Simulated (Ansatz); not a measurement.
# Ta3AlN4: the cost of one run

Program: Ansatz 0.2.0. Level of theory: DFT PBE, scalar-relativistic, plane waves, PAW. These are calculated values, not measurements.

## Step 1: Starting point

Symmetry: P-3m1, No. 164, trigonal system. Conventional cell: a = 3.371 Å, b = 3.371 Å, c = 10.878 Å, α = 90.00°, β = 90.00°, γ = 120.00°. Ta (site symmetry -3m) is surrounded by 6 N at 2.37 Å and 2 Ta at 2.72 Å. Ta (site symmetry 3m) is surrounded by 6 N at 2.37 Å and 1 Ta at 2.72 Å and 1 Al at 2.72 Å. Al (site symmetry -3m) has 6 N at 2.37 Å and 2 Ta at 2.72 Å as nearest neighbours. Around N (site symmetry 3m) lie 3 Ta at 2.37 Å and 3 Al at 2.37 Å. N (site symmetry 3m) is surrounded by 6 Ta at 2.37 Å.

Structure file:

```xyz
8
Lattice="3.3708 0.0000 0.0000 -1.6854 2.9192 0.0000 0.0000 0.0000 10.8776" Properties=species:S:1:pos:R:3 pbc="T T T"
Ta    0.0000    0.0000    5.4388
Ta    0.0000    0.0000    2.7194
Ta    0.0000    0.0000    8.1582
Al    0.0000    0.0000    0.0000
N     0.0000    1.9461    1.3597
N     0.0000    1.9461    6.7985
N     1.6854    0.9731    4.0791
N     1.6854    0.9731    9.5179
```

The start is an ordering of an alloy on its end members' structure types: elements ordered on the sites of the TaN type, Ta/Al on Ta (P-3m1, No. 164).

## Step 2: A first look at the guess

File input.yaml:

```yaml
crystal:
  lattice:
    - [3.37076419, 0.0, 0.0]
    - [-1.68538209, 2.91916742, 0.0]
    - [0.0, 0.0, 10.87756426]
  atoms:
    - { symbol: Ta, position: [0.0, 0.0, 0.5] }
    - { symbol: Ta, position: [0.0, 0.0, 0.25] }
    - { symbol: Ta, position: [0.0, 0.0, 0.75] }
    - { symbol: Al, position: [0.0, 0.0, 0.0] }
    - { symbol: "N", position: [0.33333333, 0.66666667, 0.125] }
    - { symbol: "N", position: [0.33333333, 0.66666667, 0.625] }
    - { symbol: "N", position: [0.66666667, 0.33333333, 0.375] }
    - { symbol: "N", position: [0.66666667, 0.33333333, 0.875] }
basis:
  ecutwfc: 420
kpoints:
  mp_grid: { grid: [6, 6, 2] }
hamiltonian:
  xc: pbe
scf:
  occupations: { method: gaussian, width: 0.1 }
  lower_state_search: "off"
output:
  forces: true
  stress: true
  eigenvalues: true
```

The run is started by

```console
ansatz run input.yaml --threads 1 --pin off --max-ram 2560MiB --backend cpu --events-out ev --progress --plain --runs-dir out
```

Q: Estimate wall time and peak memory on 1 thread of Arm Neoverse V1, shared host.

About 3.5 s, with a peak of 0.36 GiB.
